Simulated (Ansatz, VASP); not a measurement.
# Cross-check of SnO between VASP and Ansatz, part 2 of 3

One calculation is typed for both programs; each brings its own data sets. How far apart do they land? The cell is taken from a series of runs on this material, whose earlier steps may have relaxed, scaled, displaced or heated it; both programs get it as it stands.

VASP 6.6.1 and Ansatz 0.2.0.

So far: Starting point; Ansatz: zone-centre phonons, PBEsol.

## 3. VASP: zone-centre phonons, PBEsol

Level of this step: PBEsol; plane waves and PAW (Sn_d, O) (VASP).

The same cell, functional, mesh and smearing now go to VASP, with its own data sets.

Lines of VASP's logs that name or quote its potential files are left out, and so is its time.

Input file INCAR:

```
SYSTEM = SnO
PREC = Accurate
ENCUT = 600
EDIFF = 1E-08
NELM = 120
ISMEAR = -1
SIGMA = 0.05
LREAL = .FALSE.
ALGO = Normal
GGA = PS
NBANDS = 26
LORBIT = 11
LWAVE = .FALSE.
LCHARG = .FALSE.
ISIF = 2
IBRION = 8
LASPH = .TRUE.
GGA_COMPAT = .FALSE.
EFERMI = MIDGAP
KPAR = 2
```

Input file POSCAR:

```
SnO
1.0
    3.3180500015      0.0000000000      0.0000000000
    0.0000000000      5.7157562414      0.0000000000
    0.0000000000      0.0000000000      3.8748879545
Sn O
2 2
Direct
    0.0000000000      0.2336430498      0.5271000477
    0.5000000000      0.7663569502      0.0271000477
    0.0000000000      0.8850127579      0.7229009523
    0.5000000000      0.1149872421      0.2229009523
```

Input file KPOINTS:

```
Automatic mesh
0
Gamma
10 6 10
0 0 0
```

PAW data sets: Sn_d and O (PBE family, release 64).

Launch:

```
$ mpirun -np 2 vasp_std
```

Output:

```text
[banner, memory and clock lines left out]
running    2 mpi-ranks, on    1 nodes
 distrk:  each k-point on    1 cores,    2 groups
 distr:  one band on    1 cores,    1 groups

 POSCAR found type information on POSCAR SnO
 POSCAR found :  2 types and       4 ions
|                                                                             |
|               ----> ADVICE to this user running VASP <----                  |
|                                                                             |
|     You enforced a specific xc type in the INCAR file but a different       |
|     [... a line on the potential file left out ...]
|     I HOPE YOU KNOW WHAT YOU ARE DOING!                                     |
|                                                                             |

 LDA part: xc-table for (Slater+PW92), standard interpolation
 POSCAR, INCAR and KPOINTS ok, starting setup
 FFT: planning ... GRIDC
 FFT: planning ... GRID_SOFT
 FFT: planning ... GRID
 WAVECAR not read
 entering main loop
       N       E                     dE             d eps       ncg     rms          rms(c)
DAV:   1     0.439978708020E+03    0.43998E+03   -0.22369E+04  7604   0.253E+03
DAV:   2     0.412295600462E+02   -0.39875E+03   -0.38736E+03  7888   0.577E+02
DAV:   3    -0.238757299267E+02   -0.65105E+02   -0.63839E+02  8608   0.202E+02
DAV:   4    -0.271542908133E+02   -0.32786E+01   -0.32607E+01  8894   0.474E+01
DAV:   5    -0.272322861551E+02   -0.77995E-01   -0.77916E-01  8572   0.783E+00    0.110E+01
DAV:   6    -0.239400570817E+02    0.32922E+01   -0.17100E+01 12222   0.485E+01    0.507E+00
DAV:   7    -0.238802386592E+02    0.59818E-01   -0.20057E+00  8640   0.920E+00    0.253E+00
DAV:   8    -0.238505576220E+02    0.29681E-01   -0.36289E-01  9888   0.430E+00    0.813E-01
DAV:   9    -0.238367386043E+02    0.13819E-01   -0.60102E-02 11922   0.269E+00    0.220E-01
DAV:  10    -0.238379897335E+02   -0.12511E-02   -0.91778E-03 10792   0.944E-01    0.151E-01
DAV:  11    -0.238374836804E+02    0.50605E-03   -0.23519E-03 11476   0.495E-01    0.226E-02
DAV:  12    -0.238375158489E+02   -0.32168E-04   -0.31766E-04  7702   0.114E-01    0.298E-02
DAV:  13    -0.238375100557E+02    0.57932E-05   -0.21837E-05 11142   0.457E-02    0.104E-02
DAV:  14    -0.238375091155E+02    0.94017E-06   -0.21403E-06  8468   0.100E-02    0.200E-03
DAV:  15    -0.238375089992E+02    0.11627E-06   -0.47479E-07  8978   0.686E-03    0.133E-03
DAV:  16    -0.238375091097E+02   -0.11050E-06   -0.11044E-07  9298   0.334E-03    0.453E-04
DAV:  17    -0.238375090956E+02    0.14103E-07   -0.19795E-08  4648   0.177E-03    0.843E-05
DAV:  18    -0.238375090964E+02   -0.80854E-09   -0.58877E-09  3826   0.563E-04
   1 F= -.23837509E+02 E0= -.23837509E+02  d E =-.627085E-07
 Linear response reoptimize wavefunctions to high precision
DAV:   1    -0.238375090988E+02   -0.23811E-08   -0.91251E-10  3882   0.285E-04
DAV:   2    -0.238375090989E+02   -0.30923E-10   -0.22465E-10  3824   0.134E-04
 Linear response DOF=           6
 Linear response progress:
  Degree of freedom:   1/  6
       N       E                     dE             d eps       ncg     rms          rms(c)
RMM:   1    -0.206727552492E+00   -0.20673E+00    0.76389E-01 20671   0.113E+01
RMM:   2    -0.212688285084E+00   -0.59607E-02   -0.19054E-02 27998   0.104E+00    0.779E-02
RMM:   3    -0.212544005812E+00    0.14428E-03   -0.14564E-03 28695   0.244E-01    0.408E-02
RMM:   4    -0.212298584179E+00    0.24542E-03   -0.12226E-04 29491   0.748E-02    0.158E-02
RMM:   5    -0.212249915126E+00    0.48669E-04   -0.32003E-05 29819   0.236E-02    0.467E-03
RMM:   6    -0.212260647524E+00   -0.10732E-04    0.73577E-06 31317   0.766E-03    0.213E-03
RMM:   7    -0.212274836140E+00   -0.14189E-04    0.18284E-07 30686   0.256E-03    0.251E-04
RMM:   8    -0.212272649004E+00    0.21871E-05    0.35876E-06 31001   0.107E-03    0.833E-05
RMM:   9    -0.212272542974E+00    0.10603E-06    0.16074E-06 31524   0.437E-04    0.377E-05
RMM:  10    -0.212272608379E+00   -0.65405E-07    0.83866E-07 32218   0.218E-04    0.467E-05
RMM:  11    -0.212272656679E+00   -0.48300E-07    0.23933E-07 31505   0.112E-04    0.690E-06
RMM:  12    -0.212272638921E+00    0.17759E-07    0.17958E-07 32970   0.639E-05    0.220E-06
RMM:  13    -0.212272637963E+00    0.95732E-09    0.99418E-08 32651   0.396E-05    0.989E-07
 first order change of Fermi-energy  -0.12536E-02
 force on displaced ion       1 direction 1 :  -6.015  -0.000   0.002
 Linear response progress:
  Degree of freedom:   2/  6
       N       E                     dE             d eps       ncg     rms          rms(c)
RMM:   1    -0.222189233405E+00   -0.22219E+00    0.10760E+00 13029   0.126E+01
RMM:   2    -0.228396934760E+00   -0.62077E-02   -0.18498E-02 16804   0.118E+00    0.124E-01
RMM:   3    -0.227988004620E+00    0.40893E-03   -0.25163E-03 17820   0.377E-01    0.650E-02
RMM:   4    -0.227533297443E+00    0.45471E-03   -0.35027E-04 18056   0.132E-01    0.240E-02
RMM:   5    -0.227459249868E+00    0.74048E-04   -0.58927E-05 19130   0.460E-02    0.957E-03
RMM:   6    -0.227472538360E+00   -0.13288E-04   -0.76013E-06 18282   0.147E-02    0.399E-03
RMM:   7    -0.227486307172E+00   -0.13769E-04    0.20994E-06 19680   0.589E-03    0.234E-03
RMM:   8    -0.227493810002E+00   -0.75028E-05    0.17371E-06 17758   0.278E-03    0.837E-04
[...]
RMM:  12    -0.227499694993E+00   -0.18058E-06    0.27991E-07 20996   0.959E-05    0.722E-06
RMM:  13    -0.227499780795E+00   -0.85802E-07    0.10730E-07 20538   0.527E-05    0.246E-06
RMM:  14    -0.227499773210E+00    0.75842E-08    0.45870E-08 20975   0.324E-05    0.127E-06
 first order change of Fermi-energy  -0.65634E+00
 force on displaced ion       1 direction 2 :   0.000 -13.002  -1.711
 Linear response progress:
  Degree of freedom:   3/  6
       N       E                     dE             d eps       ncg     rms          rms(c)
RMM:   1    -0.211281240731E+00   -0.21128E+00    0.10113E+00 13045   0.125E+01
RMM:   2    -0.217441165961E+00   -0.61599E-02   -0.16715E-02 17450   0.107E+00    0.935E-02
RMM:   3    -0.217374665250E+00    0.66501E-04   -0.16866E-03 18223   0.290E-01    0.465E-02
RMM:   4    -0.217118442733E+00    0.25622E-03   -0.12492E-04 18714   0.876E-02    0.242E-02
RMM:   5    -0.217015799878E+00    0.10264E-03   -0.22658E-05 18727   0.368E-02    0.990E-03
RMM:   6    -0.217000823466E+00    0.14976E-04    0.11133E-05 18721   0.113E-02    0.381E-03
RMM:   7    -0.217013673049E+00   -0.12850E-04   -0.53371E-06 17760   0.452E-03    0.125E-03
RMM:   8    -0.217017294601E+00   -0.36216E-05   -0.22674E-06 19341   0.189E-03    0.662E-04
RMM:   9    -0.217019749905E+00   -0.24553E-05   -0.19312E-06 17329   0.104E-03    0.139E-04
RMM:  10    -0.217020062044E+00   -0.31214E-06   -0.65181E-07 20001   0.385E-04    0.413E-05
RMM:  11    -0.217020289486E+00   -0.22744E-06   -0.24418E-07 20537   0.139E-04    0.126E-05
RMM:  12    -0.217020325948E+00   -0.36462E-07   -0.38551E-07 20549   0.610E-05    0.396E-06
RMM:  13    -0.217020294065E+00    0.31883E-07    0.52860E-08 20328   0.321E-05    0.139E-06
RMM:  14    -0.217020299039E+00   -0.49742E-08   -0.60750E-08 20560   0.195E-05    0.771E-07
 first order change of Fermi-energy  -0.76348E+00
 force on displaced ion       1 direction 3 :   0.000  -1.702  -6.806
 Linear response progress:
  Degree of freedom:   4/  6
       N       E                     dE             d eps       ncg     rms          rms(c)
RMM:   1    -0.371018922353E+00   -0.37102E+00    0.34485E-01 31112   0.339E+00
RMM:   2    -0.358880780648E+00    0.12138E-01   -0.67716E-03 24354   0.916E-01    0.133E-01
RMM:   3    -0.360618898896E+00   -0.17381E-02   -0.12459E-03 27720   0.246E-01    0.699E-02
RMM:   4    -0.362057142327E+00   -0.14382E-02   -0.43337E-04 27202   0.126E-01    0.150E-02
RMM:   5    -0.362074163753E+00   -0.17021E-04   -0.89753E-06 28861   0.261E-02    0.532E-03
RMM:   6    -0.362012796778E+00    0.61367E-04   -0.66902E-07 29046   0.818E-03    0.129E-03
RMM:   7    -0.362020555364E+00   -0.77586E-05    0.80564E-08 29435   0.219E-03    0.443E-04
RMM:   8    -0.362014447239E+00    0.61081E-05   -0.18412E-07 29483   0.745E-04    0.127E-04
RMM:   9    -0.362013300041E+00    0.11472E-05    0.11599E-07 30037   0.230E-04    0.613E-05
RMM:  10    -0.362013654718E+00   -0.35468E-06    0.88685E-08 30194   0.928E-05    0.925E-06
RMM:  11    -0.362013669253E+00   -0.14535E-07   -0.34857E-08 32149   0.356E-05    0.522E-06
RMM:  12    -0.362013680128E+00   -0.10875E-07   -0.50743E-09 30107   0.192E-05    0.174E-06
RMM:  13    -0.362013692535E+00   -0.12407E-07   -0.12234E-08 28353   0.150E-05    0.293E-07
RMM:  14    -0.362013691092E+00    0.14424E-08   -0.75384E-09 18099   0.129E-05    0.190E-07
 first order change of Fermi-energy   0.48526E-03
 force on displaced ion       3 direction 1 :  -7.689  -0.002   0.001
 Linear response progress:
  Degree of freedom:   5/  6
       N       E                     dE             d eps       ncg     rms          rms(c)
RMM:   1    -0.384337364387E+00   -0.38434E+00    0.36302E-01 19865   0.345E+00
RMM:   2    -0.372733148430E+00    0.11604E-01   -0.83815E-03 15391   0.926E-01    0.145E-01
RMM:   3    -0.374105337413E+00   -0.13722E-02   -0.15099E-03 17158   0.272E-01    0.736E-02
RMM:   4    -0.375055890012E+00   -0.95055E-03   -0.21183E-04 17403   0.117E-01    0.269E-02
RMM:   5    -0.375346995566E+00   -0.29111E-03   -0.18818E-06 17458   0.384E-02    0.103E-02
RMM:   6    -0.375371206070E+00   -0.24211E-04    0.37291E-05 16690   0.167E-02    0.261E-03
RMM:   7    -0.375367841851E+00    0.33642E-05    0.11505E-05 18355   0.591E-03    0.144E-03
RMM:   8    -0.375364200661E+00    0.36412E-05   -0.65746E-07 16532   0.244E-03    0.612E-04
RMM:   9    -0.375363375110E+00    0.82555E-06    0.27675E-06 18006   0.108E-03    0.136E-04
RMM:  10    -0.375364096048E+00   -0.72094E-06    0.22648E-06 18106   0.365E-04    0.709E-05
RMM:  11    -0.375364252623E+00   -0.15658E-06    0.51668E-07 19131   0.132E-04    0.173E-05
RMM:  12    -0.375364267269E+00   -0.14646E-07    0.17769E-07 20121   0.466E-05    0.610E-06
RMM:  13    -0.375364299926E+00   -0.32657E-07    0.45110E-08 19452   0.235E-05    0.168E-06
RMM:  14    -0.375364301932E+00   -0.20054E-08    0.13816E-08 18949   0.148E-05    0.550E-07
 first order change of Fermi-energy   0.34269E+00
 force on displaced ion       3 direction 2 :   0.000  -9.689   4.014
 Linear response progress:
  Degree of freedom:   6/  6
       N       E                     dE             d eps       ncg     rms          rms(c)
RMM:   1    -0.376099233239E+00   -0.37610E+00    0.32552E-01 19857   0.334E+00
RMM:   2    -0.365502882922E+00    0.10596E-01   -0.83836E-03 15405   0.848E-01    0.136E-01
RMM:   3    -0.366873099381E+00   -0.13702E-02   -0.13079E-03 17457   0.249E-01    0.689E-02
RMM:   4    -0.367980884899E+00   -0.11078E-02   -0.41671E-04 16922   0.110E-01    0.247E-02
RMM:   5    -0.368223972447E+00   -0.24309E-03   -0.29418E-05 17756   0.361E-02    0.970E-03
RMM:   6    -0.368226862415E+00   -0.28900E-05   -0.10208E-05 16547   0.125E-02    0.261E-03
RMM:   7    -0.368218315805E+00    0.85466E-05   -0.19599E-06 18299   0.471E-03    0.106E-03
RMM:   8    -0.368215597424E+00    0.27184E-05   -0.22154E-06 16602   0.190E-03    0.489E-04
RMM:   9    -0.368214430035E+00    0.11674E-05   -0.29596E-07 18188   0.789E-04    0.111E-04
RMM:  10    -0.368214901086E+00   -0.47105E-06    0.35819E-08 17865   0.296E-04    0.447E-05
RMM:  11    -0.368214879817E+00    0.21268E-07    0.41938E-08 19415   0.108E-04    0.146E-05
RMM:  12    -0.368214898534E+00   -0.18716E-07   -0.11012E-08 19547   0.441E-05    0.299E-06
RMM:  13    -0.368214892376E+00    0.61574E-08    0.10765E-08 20032   0.212E-05    0.154E-06
 first order change of Fermi-energy   0.76348E+00
 force on displaced ion       3 direction 3 :   0.000   4.021  -7.067
 Linear response finished
```

[end of part 2 of 3]

[Lines on the potential files, build, host, timing and source positions are cut from VASP's logs without a mark.]

[Logs are printed without paths, hosts, clocks, repeated set-up lines and the standing remarks that a program may print on its own settings, such as how far it seeks lower states.]

[Hosts, paths, dates, database ids (printed as entryN), source tags and the programs' standing remarks are cut or masked in the printed files.]
